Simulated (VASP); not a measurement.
Crystal: ZrS2.

```xyz
3
Lattice="3.6914 0.0000 0.0000 -1.8457 3.1968 0.0000 0.0000 0.0000 6.0411" Properties=species:S:1:pos:R:3 pbc="T T T"
Zr    0.0000    0.0000    0.0000
S     1.8457    1.0656    4.6038
S     0.0000    2.1312    1.4372
```

The cell is a database's computed one.

| Quantity | Value |
| --- | --- |
| Program | VASP 6.6.1 |
| Task | relaxation of cell and atoms |
| Functional | LDA |
| Potentials or basis | VASP PAW LDA potentials, release 64 (Zr_sv, S) |
| Cutoff | 600 eV |
| k mesh | 9 × 9 × 5 |
| Occupations | gaussian, width 0.03 eV |
| Spin | no spin polarisation |

At the start: pressure -4.5 GPa; volume 23.76 Å³/atom.

Where does the relaxation end?

Over 13 steps the energy falls by 27.8 meV/atom and the volume is 21.09 Å³/atom (-11.3 %); space group P-3m1 (No. 164, to 0.05 Å).

Step by step:
```csv
step,energy change (eV),largest force (eV/Å),pressure (GPa),volume (Å³)
1,0.0000,0.2812,-4.48,71.29
2,0.0276,1.0829,6.37,64.64
3,-0.0482,0.2803,-0.18,68.23
4,-0.0482,0.2927,-0.08,68.17
5,-0.0551,0.2109,-0.11,67.75
6,-0.0595,0.0652,-0.15,67.02
7,-0.0646,0.0585,-0.16,66.50
8,-0.0774,0.0393,-0.11,64.94
9,-0.0778,0.0315,0.52,61.80
10,-0.0832,0.0339,0.20,63.49
11,-0.0834,0.0246,0.26,63.16
12,-0.0799,0.1764,-1.36,63.89
13,-0.0835,0.0065,0.01,63.27
```

Final structure:
```
Zr S
1.0
     3.59543    0.00000    0.00000
    -1.79771    3.11373    0.00000
     0.00000    0.00000    5.65120
Zr S
1 2
Direct
  0.00000 0.00000 0.00000
  0.66667 0.33333 0.74280
  0.33333 0.66667 0.25720
```
